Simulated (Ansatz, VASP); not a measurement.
**One calculation of BP, two programs**

POSCAR

```
BP
1.0
    0.0000000000      2.2681830200      2.2681830200
    2.2681830200      0.0000000000      2.2681830200
    2.2681830200      2.2681830200      0.0000000000
B P
1 1
Direct
    0.0000000000      0.0000000000      0.0000000000
    0.2500000000      0.2500000000      0.2500000000
```

The input INCAR.step1:

```
SYSTEM = BP
PREC     = Accurate       ! precision mode
ENCUT    = 520            ! plane-wave cutoff, eV
ISMEAR   = -1             ! smearing method
SIGMA    = 0.02           ! smearing width, eV
LREAL    = .False.        ! projectors in reciprocal space
LASPH    = .True.         ! aspherical terms in the spheres
NELM     = 80             ! most SCF steps
NBANDS   = 11             ! bands
GGA      = PE             ! functional
ALGO     = Normal         ! electronic algorithm
EDIFF    = 1E-4           ! SCF threshold, eV
LWAVE    = .True.         ! write WAVECAR
LCHARG   = .False.        ! write CHGCAR
```

File INCAR.step2:

```
SYSTEM = BP
PREC     = Accurate       ! precision mode
ENCUT    = 520            ! plane-wave cutoff, eV
EDIFF    = 1E-7           ! SCF threshold, eV
ISMEAR   = -1             ! smearing method
SIGMA    = 0.02           ! smearing width, eV
LREAL    = .False.        ! projectors in reciprocal space
LASPH    = .True.         ! aspherical terms in the spheres
NELM     = 80             ! most SCF steps
ALGO     = Normal         ! electronic algorithm
ISIF     = 2              ! what is computed and relaxed
LWAVE    = .False.        ! write WAVECAR
LCHARG   = .True.         ! write CHGCAR
METAGGA  = R2SCAN         ! meta-GGA
LMIXTAU  = .True.       
LELF     = .True.         ! ELF
LVHAR    = .True.       
NBANDS   = 11             ! bands
ISTART   = 1
```

File KPOINTS:

```
regular mesh
0
Gamma
  10 10 10
  0 0 0
```

Input for Ansatz:

```yaml
crystal:
  lattice:
    - [0.0, 2.26818297, 2.26818297]
    - [2.26818297, 0.0, 2.26818297]
    - [2.26818297, 2.26818297, 0.0]
  atoms:
    - { symbol: B, position: [0.0, 0.0, 0.0] }
    - { symbol: P, position: [0.25, 0.25, 0.25] }
  symmetry: { tolerance: 0.0003 }
hamiltonian:
  xc: r2scan
  pseudopotentials: { kind: paw, azcp: { folder: soft_1 } }
basis:
  ecutwfc: 500
magnetization:
  spin_polarized: false
scf:
  occupations: { method: fermi_dirac, width: 0.02 }
kpoints:
  mp_grid: { grid: [10, 10, 10], shift: [0, 0, 0] }
  band_path:
    path:
      - [0.0, 0.0, 0.0]
      - [-0.5, -0.5, 0.0]
      - [-0.375, -0.375, 0.25]
      - [-0.375, 0.0, 0.375]
      - [0.0, 0.0, 0.0]
      - [0.0, 0.0, 0.5]
      - [-0.5, -0.25, 0.25]
      - [-0.5, -0.5, 0.0]
    npoints: 15
output:
  forces: true
  stress: true
  eigenvalues: true
  bader: true
  populations: true
  elf: true
  write_potential: true
  write_density: true
  volumetric_format: npy
  dos:
    e_range: [-12, 8]
    de: 0.05
    projected: { site_lists: { B: [B], P: [P] } }
```

Alike in both runs: task single point; functional r2SCAN; k mesh 10 × 10 × 10; occupations fermi-dirac, width 0.02 eV; no spin polarisation.

|  | VASP | Ansatz |
| --- | --- | --- |
| version | VASP 6.6.1 | Ansatz 0.2.0 |
| potentials or method | VASP PAW PBE potentials, release 64 (B, P) | PAW plane waves |
| plane-wave cutoff (eV) | 520 | 500 |
| valence electrons in the cell | 8 | 8 |

Ansatz gave:

```
gap on the k mesh at the Fermi level (eV) : 1.41
pressure (GPa)                            : 0.0
```

Question: What did VASP give for the same quantities?

Answer: gap on the k mesh at the Fermi level (eV): 1.45; pressure (GPa): -0.5.

The functional is the same, so the differences come from potentials, cutoffs and numerics.

Caveats: the PAW data sets were made with another functional, which shifts forces and pressure a little (VASP). A k mesh can miss the band edges. r2SCAN opens gaps a little over a GGA but as a rule still falls short of measured ones.
